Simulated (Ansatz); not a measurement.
# Structure search: one In candidate

Theory: Ansatz 0.2.0, DFT PBE, scalar-relativistic, plane waves, PAW. Cutoff 420 eV, Gaussian smearing, Γ-centred meshes. Cell and atoms relax on a converged mesh. In metals the finer mesh still leaves noise of several meV/atom or more. The steps can't lower the symmetry of their start. No spin polarisation.

The guess for In was made by a generator: 6-connected net of one element (P-62m, No. 189). Its size is a rough estimate.

```yaml
crystal:
  lattice:
    - [5.66293, 0.00000, 0.00000]
    - [-2.83147, 4.90424, 0.00000]
    - [0.00000, 0.00000, 4.03101]
  atoms:
    - { symbol: In, position: [0.39108, 0.00000, 0.00000] }
    - { symbol: In, position: [0.00000, 0.39108, 0.00000] }
    - { symbol: In, position: [0.60892, 0.60892, 0.00000] }
    - { symbol: In, position: [0.00000, 0.00000, 0.50000] }
```

Energies count from the standard state of In at the same level.

Task: What does it relax into?

Result: The symmetry stays P-62m (No. 189). The volume per atom stays near 28.0 Å³. The shortest distance goes from 2.99 Å (In–In) to 3.20 Å (In–In). The ratio c/a of the conventional cell changes by a factor of 0.71. The energy falls by about 0.12 eV/atom (the start's value is from the coarse mesh). Conventional cell: a = 6.362 Å, c = 3.196 Å. In on a site of symmetry m2m has 6 In at 3.20 Å, 2 In at 3.40 Å and 2 In at 3.72 Å; In on a site of symmetry -62m is surrounded by 2 In at 3.20 Å, 6 In at 3.40 Å and 6 In at 3.72 Å.

Space group P-62m (No. 189). a = 6.362 Å, b = 6.362 Å, c = 3.196 Å, α = 90.00°, β = 90.00°, γ = 120.00°
```csv
atom,site,symmetry,x,y,z
In,3f,m2m,0.4724,0.0000,0.0000
In,1b,-62m,0.0000,0.0000,0.5000
```

Task: How does it come out in energy, and is it a metal?

Result: The energy over the standard state is +0.02 eV/atom and the gap on the 12×12×12 mesh of the 4-atom cell is 0 eV (a metal).

So it is a metastable form at best.

The last run used Gaussian smearing of 0.10 eV. For metals, differences of a few meV/atom aren't resolved. A later test with randomly moved atoms led to a structure 26 meV/atom lower, so this end is a saddle point or a shallow minimum.
